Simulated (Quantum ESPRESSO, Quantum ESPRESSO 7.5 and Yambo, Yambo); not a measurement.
# NaF (Villiaumite): G0W0 on several meshes in Yambo

Wanted: mesh dependence and cost of G0W0 for NaF (Villiaumite).

Calculated with Quantum ESPRESSO 7.5 and Yambo 5.3.0; PBE and many-body steps on it, plane waves.

The database entry behind the starting cell differs from later determinations by our own check (0.1 to 0.3 % short, probably kX units), so it need not match the best structure at ambient conditions.

### 1. Starting point

It takes space group Fm-3m (No. 225, cubic). Conventional cell: a = 4.620 Å, b = 4.620 Å, c = 4.620 Å, α = 90.00°, β = 90.00°, γ = 90.00°. Nearest to Na lie 6 F at 2.31 Å. Nearest to F lie 6 Na at 2.31 Å. Farther neighbours and most contacts between anions are not listed.

The cell and positions come from the Crystallography Open Database and are kept as given unless a step says otherwise.

### 2. Empty states on the mesh, 6×6×6 mesh, 298 bands

This step: Quantum ESPRESSO 7.5; DFT, PBE, plane waves, norm-conserving pseudopotentials.

The sums over transitions need many empty states on a uniform mesh; this step solves for them.

pw.in

```
&control
  calculation = 'nscf'
  prefix = 'x'
  outdir = 'o'
  pseudo_dir = 'pseudo'
/
&system
  ibrav = 0
  nat = 2
  ntyp = 2
  ecutwfc = 76.0
  nbnd = 298
  force_symmorphic = .true.
/
&electrons
  conv_thr = 1e-9
  electron_maxstep = 80
  diago_full_acc = .true.
  diago_thr_init = 5e-6
/
ATOMIC_SPECIES
  Na 22.99 Na.upf
  F 18.998 F.upf
CELL_PARAMETERS angstrom
  -0.0000000000 2.3100000000 2.3100000000
  2.3100000000 0.0000000000 2.3100000000
  2.3100000000 2.3100000000 0.0000000000
ATOMIC_POSITIONS crystal
  Na 0.0000000000 0.0000000000 0.0000000000
  F 0.5000000000 0.5000000000 0.5000000000
K_POINTS automatic
  6 6 6 0 0 0
```

Started as:

```console
> OMP_NUM_THREADS=1 mpirun -n 4 pw.x -nk 4 -in pw.in > pw.out
```

Log:

```text
Program PWSCF v.7.5 starts

     This program is part of the open-source Quantum ESPRESSO suite
     for quantum simulation of materials; please cite
         "P. Giannozzi et al., J. Phys.:Condens. Matter 21 395502 (2009);
         "P. Giannozzi et al., J. Phys.:Condens. Matter 29 465901 (2017);
         "P. Giannozzi et al., J. Chem. Phys. 152 154105 (2020);
     in publications or presentations arising from this work. More details at

     Atomic positions and unit cell read from directory:
     o/x.save/

     Message from routine setup:
[...]
k = 0.2357 0.2357-0.2357 (  1865 PWs)   bands (ev):

[...]
109.7957 110.9265 110.9265 112.2880 112.2880 112.8182 116.2630 121.1201
     [... 26 further rows ...]
   288.8826 290.1107 290.6334 290.6334 291.0184 293.5097 295.1974 295.1974
   295.7838 296.0335

          k =-0.3536-0.3536 0.3536 (  1850 PWs)   bands (ev):

     [... further k-points ...]

     highest occupied, lowest unoccupied level (ev):     0.9991    7.3887

     XML data file, pseudopotentials, collected wavefunctions

=------------------------------------------------------------------------------=
   JOB DONE.
=------------------------------------------------------------------------------=
```

Wall time 27 s (4 MPI ranks of Arm Neoverse V2, shared host); peak memory 0.41 GiB.

Numbers from this step:

* gap: 6.390 eV
* k of the valence top: 0, 0, 0
* k of the conduction bottom: 0, 0, 0
* least direct gap: 6.390 eV
* k points computed: 16
* lowest point of the top converged band, above the valence top: 290.7043 eV

On this mesh the gap is 6.390 eV.

The density comes from a self-consistent run that is not shown.

### 3. Conversion and set-up

This step: Yambo 5.3.0; conversion and set-up on PBE, plane waves, norm-conserving pseudopotentials.

The states are converted to the many-body program's format and the q mesh is built.

Started as:

```console
> (cd o/x.save; p2y > p2y.log; mv SAVE ../..); yambo > setup.log
```

Log:

```text
 Yambo, version 5.3.0

 [02] CORE Variables Setup
 =========================

  [02.01] Unit cells
  ==================

  Cell kind             :  FCC
  Atoms in the cell     :  Na  F
  number of Na atoms    :  1
  number of F  atoms    :  1

  List of atomic masses
  Mass of Na    :  22.99000
  Mass of F     :  18.99800

  List of atomic coordinates    : [cc]
  Na1       :  0.000000  0.000000  0.000000  order 1
  F1       :  4.365267  4.365267  4.365267  order 2

  Alat factors          :  4.365267  4.365267  4.365267 [a.u.]
  Direct lattice volume :  166.3652 [a.u.]
[...]
Q [ 1]         [rlu]:  0.000000  0.000000  0.000000
 Q [ 2]         [rlu]:  0.23370E-16 -0.43854E-17  0.16667
 Q [ 3]         [rlu]:  0.46740E-16 -0.87708E-17  0.33333
[...]
Q [ 8]         [rlu]: -0.16938E-16  0.16667     -0.33333
 Q [ 9]         [rlu]:  0.47337E-16  0.16667     -0.16667
 Q [10]         [rlu]:  0.51449E-16  0.33333      0.33333
     [... 4 further rows ...]
 Q [15]         [rlu]:  0.166667  0.333333 -0.333333
 Q [16]         [rlu]:  0.166667 -0.500000 -0.333333

  [03.01] X indexes
  =================

   [03.01.01] Sigma indexes
   ========================

 [06] Game Over & Game summary
```

Run time: 1.9 s. Hardware: 1 MPI rank; peak memory 0.24 GiB.

### 4. 6×6×6

Now the one-shot GW correction: screening in the RPA, then the self-energy of the levels asked for.

This step: G0W0 on PBE, plane waves, norm-conserving pseudopotentials.

gw2.in

```
HF_and_locXC
gw0
dyson
ppa
em1d
rim_cut
RandQpts= 1000000
RandGvec= 1 RL
EXXRLvcs= 76 Ry
VXCRLvcs= 304 Ry
Chimod= "HARTREE"
% BndsRnXp
 1 | 126 |
%
NGsBlkXp= 17 Ry
% LongDrXp
 1 | 1 | 1 |
%
% GbndRnge
 1 | 126 |
%
DysSolver= "n"
ExtendOut
PPAPntXp= 27.21138 eV
% QPkrange
 1 | 1 | 7 | 10 |
%
```

Started as:

```console
> OMP_NUM_THREADS=1 mpirun -n 4 yambo -F gw2.in -J gw2 -C gw2 > gw2.log
```

Log:

```text
 Yambo, version 5.3.0

 [02] CORE Variables Setup
 =========================

  [... cell, symmetries and grids as in the set-up ...]

  [02.05] Energies & Occupations
  ==============================

  [X] === General ===
  [X] Electronic Temperature                        :  0.000000  0.000000 [eV K]
  [X] Bosonic    Temperature                        :  0.000000  0.000000 [eV K]
  [X] Finite Temperature mode                       : no
  [X] El. density                                   :  0.64901E+24 [cm-3]
  [X] Fermi Level                                   :  0.999133 [eV]

  [X] === Gaps and Widths ===
  [X] Conduction Band Min                           :  6.389538 [eV]
  [X] Valence Band Max                              :  0.000000 [eV]
  [X] Filled Bands                                  :   8
  [X] Empty Bands                                   :    9  298
  [X] Direct Gap                                    :  6.389538 [eV]
  [X] Direct Gap localized at k                     :  1
  [X] Indirect Gap                                  :  6.389538 [eV]
  [X] Indirect Gap between kpts                     :  1  1
  [X] Last valence band width                       :  0.531617 [eV]
  [X] 1st conduction band width                     :  6.892425 [eV]

 [03] Transferred momenta grid and indexing
 ==========================================

 IBZ Q-points                                      :  16
 BZ  Q-points                                      :  216

 K/Q-points units:
 rlu = crystal or reduced units; cc = cartesian coordinates; iku = interal k-units

 Q [ 1]         [rlu]:  0.000000  0.000000  0.000000
 Q [ 2]         [rlu]:  0.23370E-16 -0.43854E-17  0.16667
 Q [ 3]         [rlu]:  0.46740E-16 -0.87708E-17  0.33333
 Q [ 4]         [rlu]: -0.72449E-16  0.10818E-16 -0.50000
 Q [ 5]         [rlu]:  0.25724E-16  0.16667      0.16667
 Q [ 6]         [rlu]:  0.23370E-16  0.16667      0.33333
 Q [ 7]         [rlu]: -0.12566E-16  0.16667      0.50000
 Q [ 8]         [rlu]: -0.16938E-16  0.16667     -0.33333
 Q [ 9]         [rlu]:  0.47337E-16  0.16667     -0.16667
 Q [10]         [rlu]:  0.51449E-16  0.33333      0.33333
     [... 4 further rows ...]
 Q [15]         [rlu]:  0.166667  0.333333 -0.333333
 Q [16]         [rlu]:  0.166667 -0.500000 -0.333333

 [04] Coloumb potential Random Integration (RIM)
 ===============================================

  [04.01] RIM initialization
  ==========================

  * Diagonal components only detected *

  8 x (sBL volume)        :  0.055222 [a.u.]
  sBZ random points       :  1000000
  Points outside the sBZ  :   7996195
  RL volume               :  1.490998 [a.u.]
  Integrated volume       :  1.491708 [a.u.]

  [04.02] RIM integrals
  =====================

  Gamma point sphere radius             :  0.069075 [a.u.]
  Points outside the sphere             :   799659
  [Int_sBZ(q=0) 1/q^2]*(Vol_sBZ)^(-1/3) =:  7.764404
                                 should be <:  7.795600

  Summary of Coulomb integrals for non-metallic bands |Q|[au] RIM/Bare

  Q [1] 0.100000E-4 0.995998 * Q [2] 0.207754 1.065683
  Q [5] 0.239893 1.063731 * Q [9] 0.339260 1.025994
  Q [6] 0.397818 1.019604 * Q [3] 0.415507 1.017314
  Q [10] 0.479786 1.013697 * Q [8] 0.522835 1.010763
  Q [14] 0.536417 1.010819 * Q [7] 0.587616 1.008998
  Q [11] 0.623261 1.008132 * Q [4] 0.623261 1.007575
  Q [12] 0.678520 1.006539 * Q [15] 0.709613 1.006052
  Q [13] 0.719679 1.006039 * Q [16] 0.758609 1.005530

 [WARNING] [Xp] User bands 1-126 break level degeneracy

 [05] Dipoles
 ============

  [05.01] Setup: observables and procedures
  =========================================

 [06] Dynamic Dielectric Matrix (PPA)
 ====================================

 [WR./gw2//ndb.pp]---------------------------------------------------------------
  Brillouin Zone Q/K grids (IBZ/BZ)                :   16  216   16  216
  RL vectors                                       :  2445 [WF]
  Coulomb cutoff potential                         : none
  Electronic Temperature                           :  0.000000 [K]
  Bosonic    Temperature                           :  0.000000 [K]
  PPA    diel. fun.  energies                      : Perdew, Burke & Ernzerhof(X)+Perdew, Burke & Ernzerhof(C)
  wavefunctions                                    : Perdew, Burke & Ernzerhof(X)+Perdew, Burke & Ernzerhof(C)
  Global Gauge                                     : length
  X matrix size                                    :  229
  X band range                                     :    1  126
  X e/h energy range                               : -1.000000 -1.000000 [eV]
  X Time ordering                                  : R
  X Hxc Kernel                                     : HARTREE
  X Drude frequency                                :  0.000000  0.000000
  X poles                                          :  100.0000 [o/o]
  RL vectors in the sum                            :  2445
  [r,Vnl] included                                 : yes
  Field direction                                  :  0.577350E-5  0.577350E-5  0.577350E-5
  BZ energy Double Grid                            : no
  BZ energy DbGd points                            : 0
  BZ Q point size factor                           : -1.000000
  X Optical Averaged directions                    : none

 [07] Local Exchange-Correlation + Non-Local Fock
 ================================================

 [VXC] Plane waves :  14841
 [EXS] Plane waves :  1893

 QP @ state[ 1 ] K range:  1  1
 QP @ state[ 1 ] b range:   7  10

 [xc] Functional : Perdew, Burke & Ernzerhof(X)+Perdew, Burke & Ernzerhof(C)
 [xc] LIBXC used to calculate xc functional
  PP Number of Atomic Species                      :  2
  NLCC RL compoments                               :  14841
  PP Number of Atomic Species                      :  2
  NLCC RL compoments                               :  14841

 [xc] E_xc :  -11.60134 [Ha]
      E_xc :  -23.20269 [Ry]

  Local XC kind (lXC) : Perdew, Burke & Ernzerhof(X)+Perdew, Burke & Ernzerhof(C)
  Non-Local XC kind (nlXC) : Hartree-Fock

  Corrections @ K [1] :  [eV]
 <7|nlXC|7> = -30.18507  0.48748E-17 <7|lXC|7> = -22.50797  0.17706E-16
 <8|nlXC|8> = -30.18500 -0.31988E-17 <8|lXC|8> = -22.50797  0.94410E-16
 <9|nlXC|9> = -5.346381  0.64778E-18 <9|lXC|9> = -9.465273  0.94488E-16
 <10|nlXC|10> = -2.176652  0.21991E-18 <10|lXC|10> = -7.169311 -0.49478E-20

 [08] Dyson equation: Newton solver
 ==================================

  [08.01] G0W0 (W PPA)
  ====================

  [  GW  ] Bands range     :    1  126
  [GW/PPA] G damping       :  0.100000 [eV]

  QP @ state[ 1 ] K range:  1  1
  QP @ state[ 1 ] b range:   7  10

   Sc/G bands                                       :    1  126
   Sc/G damping                                     :  0.100000 ev
   Sc bands terminator                              : no
   Sx RL components                                 :  1893

   QP @ state[ 1 ] K range                          :  1  1
   QP @ state[ 1 ] b range                          :   7  10
   GF energies kind                                 : Perdew, Burke & Ernzerhof(X)+Perdew, Burke & Ernzerhof(C)
   GF WF`s kind                                     : Perdew, Burke & Ernzerhof(X)+Perdew, Burke & Ernzerhof(C)
   Xs energies kind                                 : Perdew, Burke & Ernzerhof(X)+Perdew, Burke & Ernzerhof(C)
   Xs WF`s kind                                     : Perdew, Burke & Ernzerhof(X)+Perdew, Burke & Ernzerhof(C)

 [11] Game Over & Game summary
```

Run time: 2.5 min. Hardware: 4 MPI ranks; peak memory 1.6 GiB; 9.7 min of CPU time.

Numbers from this step:

```
G0W0 gap on the points computed              : 10.51 eV
starting gap on the mesh                     : 6.390 eV
k of the valence top                         : 0, 0, 0
k of the conduction bottom                   : 0, 0, 0
least direct G0W0 gap on the computed points : 10.51 eV
Z at the valence top                         : 0.8219
Z at the conduction bottom                   : 0.9033
```

The gap on the mesh goes from 6.39 eV to 10.51 eV, a correction of +4.12 eV.

### 5. Empty states on the mesh, 4×4×4 mesh, 126 bands

This step: Quantum ESPRESSO 7.5; DFT, PBE, plane waves, norm-conserving pseudopotentials.

Edit pw.in of step 2 so:

```diff
@@ -11,3 +11,3 @@
   ecutwfc = 76.0
-  nbnd = 298
+  nbnd = 126
   force_symmorphic = .true.
@@ -31,2 +31,2 @@
 K_POINTS automatic
-  6 6 6 0 0 0
+  4 4 4 0 0 0
```

Started as:

```console
> OMP_NUM_THREADS=1 mpirun -n 4 pw.x -nk 4 -in pw.in > pw.out
```

Log:

```text
[banner, memory and clock lines left out]
Program PWSCF v.7.5 starts

     Atomic positions and unit cell read from directory:
     o/x.save/

     Message from routine setup:
     using ibrav=0 with symmetry is DISCOURAGED, use correct ibrav instead

     G-vector sticks info

     bravais-lattice index     =            0
     lattice parameter (alat)  =       6.1734  a.u.
     unit-cell volume          =     166.3652 (a.u.)^3
     number of atoms/cell      =            2
     number of atomic types    =            2
     number of electrons       =        16.00
[...]
[... 4 further rows ...]
[...]
155.8120 157.5406 157.5406 159.3366 159.3366 161.0004

          k =-0.3536-0.3536 0.3536 (  1850 PWs)   bands (ev):

[...]
107.0797 108.8690 110.3463 110.3463 115.4976 115.4976 115.5557 115.5557
     [... 4 further rows ...]
   149.9229 150.1681 154.1006 154.1006 154.9441 154.9441 155.2879 156.0119
   156.3466 156.4158 160.6565 160.6565 163.0241 163.0241

          k = 0.3536 0.0000 0.0000 (  1876 PWs)   bands (ev):

     [... further k-points ...]

     highest occupied, lowest unoccupied level (ev):     0.9991    7.3887

     XML data file, pseudopotentials, collected wavefunctions
```

Elapsed: 3.7 s, on 4 MPI ranks; peak memory 0.26 GiB; 14 s of CPU time.

Numbers from this step:

| Property | Result |
| --- | --- |
| gap | 6.390 eV |
| k of the valence top | 0, 0, 0 |
| k of the conduction bottom | 0, 0, 0 |
| least direct gap | 6.390 eV |
| k points computed | 8 |
| lowest point of the top converged band, above the valence top | 155.8355 eV |

On this mesh the gap is 6.390 eV.

### 6. Conversion and set-up

This step: Yambo 5.3.0; conversion and set-up on PBE, plane waves, norm-conserving pseudopotentials.

Started as:

```console
> (cd o/x.save; p2y > p2y.log; mv SAVE ../..); yambo > setup.log
```

Log:

```text
 Yambo, version 5.3.0

 [02] CORE Variables Setup
 =========================

  [02.01] Unit cells
  ==================

  Cell kind             :  FCC
  Atoms in the cell     :  Na  F
  number of Na atoms    :  1
  number of F  atoms    :  1

  List of atomic masses
  Mass of Na    :  22.99000
  Mass of F     :  18.99800

  List of atomic coordinates    : [cc]
  Na1       :  0.000000  0.000000  0.000000  order 1
  F1       :  4.365267  4.365267  4.365267  order 2

  Alat factors          :  4.365267  4.365267  4.365267 [a.u.]
  Direct lattice volume :  166.3652 [a.u.]
[...]
==========================================

 IBZ Q-points                                      :   8
 BZ  Q-points                                      :   64

 K/Q-points units:
 rlu = crystal or reduced units; cc = cartesian coordinates; iku = interal k-units

 Q [1]          [rlu]:  0.000000  0.000000  0.000000
 Q [2]          [rlu]: -0.32585E-20 -0.32585E-20  0.25000
 Q [3]          [rlu]: -0.72449E-16  0.10818E-16 -0.50000
[...]
Q [7]          [rlu]: -0.57890E-16 -0.50000     -0.50000
 Q [8]          [rlu]:  0.250000 -0.500000 -0.250000

  [03.01] X indexes
  =================

   [03.01.01] Sigma indexes
   ========================

 [06] Game Over & Game summary
```

Wall time 1.7 s (1 MPI rank); peak memory 0.24 GiB.

### 7. 4×4×4

This step: G0W0 on PBE, plane waves, norm-conserving pseudopotentials.

gw11.in

```
HF_and_locXC
gw0
dyson
ppa
em1d
rim_cut
RandQpts= 1000000
RandGvec= 1 RL
EXXRLvcs= 76 Ry
VXCRLvcs= 304 Ry
Chimod= "HARTREE"
% BndsRnXp
 1 | 126 |
%
NGsBlkXp= 17 Ry
% LongDrXp
 1 | 1 | 1 |
%
% GbndRnge
 1 | 126 |
%
DysSolver= "n"
ExtendOut
PPAPntXp= 27.21138 eV
% QPkrange
 1 | 1 | 7 | 10 |
%
```

Started as:

```console
> OMP_NUM_THREADS=1 mpirun -n 4 yambo -F gw11.in -J gw11 -C gw11 > gw11.log
```

Log:

```text
 Yambo, version 5.3.0

 [02] CORE Variables Setup
 =========================

  [... cell, symmetries and grids as in the set-up ...]

  [02.05] Energies & Occupations
  ==============================

  [X] === General ===
  [X] Electronic Temperature                        :  0.000000  0.000000 [eV K]
  [X] Bosonic    Temperature                        :  0.000000  0.000000 [eV K]
  [X] Finite Temperature mode                       : no
  [X] El. density                                   :  0.64901E+24 [cm-3]
  [X] Fermi Level                                   :  0.999133 [eV]

  [X] === Gaps and Widths ===
  [X] Conduction Band Min                           :  6.389538 [eV]
  [X] Valence Band Max                              :  0.000000 [eV]
  [X] Filled Bands                                  :   8
  [X] Empty Bands                                   :    9  126
  [X] Direct Gap                                    :  6.389538 [eV]
  [X] Direct Gap localized at k                     :  1
  [X] Indirect Gap                                  :  6.389538 [eV]
  [X] Indirect Gap between kpts                     :  1  1
  [X] Last valence band width                       :  0.572771 [eV]
  [X] 1st conduction band width                     :  6.932249 [eV]

 [03] Transferred momenta grid and indexing
 ==========================================

 IBZ Q-points                                      :   8
 BZ  Q-points                                      :   64

 K/Q-points units:
 rlu = crystal or reduced units; cc = cartesian coordinates; iku = interal k-units

 Q [1]          [rlu]:  0.000000  0.000000  0.000000
 Q [2]          [rlu]: -0.32585E-20 -0.32585E-20  0.25000
 Q [3]          [rlu]: -0.72449E-16  0.10818E-16 -0.50000
[...]
================================================

 [VXC] Plane waves :  14841
 [EXS] Plane waves :  1893

 QP @ state[ 1 ] K range:  1  1
 QP @ state[ 1 ] b range:   7  10

 [xc] Functional : Perdew, Burke & Ernzerhof(X)+Perdew, Burke & Ernzerhof(C)
 [xc] LIBXC used to calculate xc functional
  PP Number of Atomic Species                      :  2
  NLCC RL compoments                               :  14841
  PP Number of Atomic Species                      :  2
  NLCC RL compoments                               :  14841

 [xc] E_xc :  -11.60150 [Ha]
      E_xc :  -23.20301 [Ry]

  Local XC kind (lXC) : Perdew, Burke & Ernzerhof(X)+Perdew, Burke & Ernzerhof(C)
  Non-Local XC kind (nlXC) : Hartree-Fock

  Corrections @ K [1] :  [eV]
 <7|nlXC|7> = -30.11361  0.10660E-16 <7|lXC|7> = -22.50818  0.56644E-15
 <8|nlXC|8> = -30.11373 -0.27402E-17 <8|lXC|8> = -22.50818 -0.37764E-15
 <9|nlXC|9> = -5.315461  0.30656E-18 <9|lXC|9> = -9.464772  0.17783E-18
 <10|nlXC|10> = -2.175691  0.10553E-17 <10|lXC|10> = -7.168824  0.94409E-16

 [08] Dyson equation: Newton solver
 ==================================

  [08.01] G0W0 (W PPA)
  ====================

  [  GW  ] Bands range     :    1  126
  [GW/PPA] G damping       :  0.100000 [eV]

  QP @ state[ 1 ] K range:  1  1
  QP @ state[ 1 ] b range:   7  10

   Sc/G bands                                       :    1  126
   Sc/G damping                                     :  0.100000 ev
   Sc bands terminator                              : no
   Sx RL components                                 :  1893

   QP @ state[ 1 ] K range                          :  1  1
   QP @ state[ 1 ] b range                          :   7  10
   GF energies kind                                 : Perdew, Burke & Ernzerhof(X)+Perdew, Burke & Ernzerhof(C)
   GF WF`s kind                                     : Perdew, Burke & Ernzerhof(X)+Perdew, Burke & Ernzerhof(C)
   Xs energies kind                                 : Perdew, Burke & Ernzerhof(X)+Perdew, Burke & Ernzerhof(C)
   Xs WF`s kind                                     : Perdew, Burke & Ernzerhof(X)+Perdew, Burke & Ernzerhof(C)

 [11] Game Over & Game summary
```

The job ended after 28 s (4 MPI ranks; peak memory 1.3 GiB).

This step gave:

| Item | Value |
| --- | --- |
| G0W0 gap on the points computed | 10.50 eV |
| starting gap on the mesh | 6.390 eV |
| k of the valence top | 0, 0, 0 |
| k of the conduction bottom | 0, 0, 0 |
| least direct G0W0 gap on the computed points | 10.50 eV |
| Z at the valence top | 0.8219 |
| Z at the conduction bottom | 0.9038 |

Against G0W0 in Yambo (6×6×6 mesh, 126 bands, screening to 231.3 eV, Godby-Needs plasmon pole), the gap moves by −0.010 eV.

[end of part 1 of 2]

[Paths, hosts, dates, memory and timing lines, banners, echoed tables and standing remarks are left out of the program output.]

[Logs are printed without paths, hosts, clocks, repeated set-up lines and the standing remarks that a program may print on its own settings, such as how far it seeks lower states.]

[Runs of the session that timed out or met a known fault of the program may be left out.]

[Hosts, paths, dates, database ids (printed as entryN), source tags and the programs' standing remarks are cut or masked in the printed files.]
